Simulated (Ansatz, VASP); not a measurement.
One calculation of HfO2, two programs

```
CELL_PARAMETERS angstrom
0.00000 2.54034 2.54034
2.54034 0.00000 2.54034
2.54034 2.54034 0.00000
ATOMIC_POSITIONS crystal
Hf 0.00000 0.00000 0.00000
O 0.75000 0.75000 0.75000
O 0.25000 0.25000 0.25000
```

Change from the starting cell: volume scaled by 0.98.

Alike in both runs: task single point; functional LDA; k mesh 9 × 9 × 9; occupations fermi-dirac, width 0.05 eV; no spin polarisation.

```csv
,VASP,Ansatz
version,VASP 6.6.1,Ansatz 0.2.0
potentials or method,"VASP PAW LDA potentials, release 64 (Hf_pv, O), cutoff 520 eV","all-electron LAPW, scalar-relativistic"
```

Ansatz gave:

| Item | Value |
| --- | --- |
| gap on the k mesh at the Fermi level (eV) | 3.66 |
| least direct gap on the mesh (eV) | 3.78 |
| pressure (GPa) | -12.0 |

**Question.** Which values does VASP return?

**Answer.** gap on the k mesh at the Fermi level (eV): 3.69; least direct gap on the mesh (eV): 3.81; pressure (GPa): -15.0.

Ansatz ran all-electron here, so the differences hold the error of VASP's frozen core and of both bases.

Caveats: spin-orbit coupling is left out, which moves the levels of the heavy elements; an odd mesh through Γ misses points on the zone boundary, where band edges often lie; so large a pressure means that the cell lies far from this level's equilibrium, or that cutoff or potentials fall short (VASP).
